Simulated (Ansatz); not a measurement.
# Al2O3: the band gap up the ladder of functionals

The task here is to estimate one member of a computed series from the others.

Code: Ansatz 0.2.0. PAW datasets, plane waves. The values are computed, spin-unpolarised, and not measurements.

**The cell**

The cell was relaxed beforehand with r2SCAN.

The symmetry is R-3c (No. 167, trigonal); a = 4.759 Å, c = 12.995 Å in the conventional setting, 8.49 Å³ an atom. Al has 6 O at 1.86–1.97 Å; O has 4 Al at 1.86–1.97 Å.

Structure file:

```cif
data_structure
_symmetry_space_group_name_H-M 'R-3c:H'
_symmetry_Int_Tables_number 167
_cell_length_a 4.7587
_cell_length_b 4.7587
_cell_length_c 12.9948
_cell_angle_alpha 90.000
_cell_angle_beta 90.000
_cell_angle_gamma 120.000
_cell_volume 254.85
loop_
_atom_site_label
_atom_site_type_symbol
_atom_site_symmetry_multiplicity
_atom_site_Wyckoff_symbol
_atom_site_fract_x
_atom_site_fract_y
_atom_site_fract_z
_atom_site_occupancy
Al1 Al 12 c 0.00000 0.00000 0.35191 1
O1 O 18 e 0.69363 0.00000 0.25000 1
```

Set-up of the first run:

Input file input.yaml:

```yaml
crystal:
  lattice:
    - [2.3793614134, 1.3737249525, 4.3315939879]
    - [-2.3793614134, 1.3737249525, 4.3315939879]
    - [0.0, -2.7474499051, 4.3315939879]
  atoms:
    - { symbol: Al, position: [0.8519115234, 0.8519115234, 0.8519115234] }
    - { symbol: Al, position: [0.3519115234, 0.3519115234, 0.3519115234] }
    - { symbol: Al, position: [0.1480884766, 0.1480884766, 0.1480884766] }
    - { symbol: Al, position: [0.6480884766, 0.6480884766, 0.6480884766] }
    - { symbol: O, position: [0.4436339008, 0.0563660992, 0.75] }
    - { symbol: O, position: [0.0563660992, 0.75, 0.4436339008] }
    - { symbol: O, position: [0.5563660992, 0.9436339008, 0.25] }
    - { symbol: O, position: [0.25, 0.5563660992, 0.9436339008] }
    - { symbol: O, position: [0.9436339008, 0.25, 0.5563660992] }
    - { symbol: O, position: [0.75, 0.4436339008, 0.0563660992] }
kpoints:
  mp_grid: { grid: [6, 6, 6] }
  band_path:
    path:
      - [[0.0, 0.0, 0.0], [0.5, 0.5, 0.5], [0.7662811644453, 0.2337188355547, 0.5]]
      - [[0.5, -0.2337188355547, 0.2337188355547], [0.5, -6.944777942775e-17, -5.573148960612e-18], [0.0, 0.0, 0.0], [0.3668594177774, -0.3668594177774, -2.806091293889e-18]]
      - [[0.6331405822226, -1.090844633961e-17, 0.3668594177774], [0.5, 1.277285008696e-17, 0.5], [0.0, 0.0, 0.0]]
    npoints: 10
hamiltonian:
  xc: pbe
scf:
  occupations: { method: fermi_dirac, width: 0.02 }
  n_extra_bands: 6
output:
  forces: true
  stress: true
  eigenvalues: true
  write_density: true
  write_potential: true
  elf: true
  volumetric_format: npy
```

The run is started by

```
ansatz run input.yaml --threads 4 --pin off --max-ram 7372MiB --backend cpu --events-out ev --progress --plain --runs-dir out
```

Among the steps run: Band structure with PBE; r2SCAN; Single point with HSE06; PBE0; LDA at the same geometry; DDH-PBE0 at the same geometry; Single point with LC-ωPBE.

One table of the session follows, with a row left open; its other results are not shown here.

```
   level  gap (eV)
     PBE      6.24
  r2SCAN      7.14
   HSE06         ?
    PBE0      8.86
     LDA      6.18
DDH-PBE0      9.49
 LC-ωPBE     13.92
```

**Question.** Estimate the row for HSE06.

As computed: gap (eV): 8.11. In the column «gap (eV)» it lies between r2SCAN (7.14) and PBE0 (8.86).

Meshes: PBE 6×6×6, r2SCAN 6×6×6, HSE06 4×4×4, PBE0 4×4×4, LDA 6×6×6, DDH-PBE0 4×4×4, LC-ωPBE 4×4×4.

The gap runs from 6.18 eV (LDA) to 13.92 eV (LC-ωPBE). Against HSE06, PBE is short by 1.87 eV, at 77 % of it, and r2SCAN 88 %. PBE0 lies 0.75 eV above HSE06, which differs from it by screening the long-range exchange. The calculation is for fixed nuclei; the measurement holds lattice motion too.

Caveats from the session: Warnings in the runs' records: stress exchange threshold loose, stress scf threshold loose.
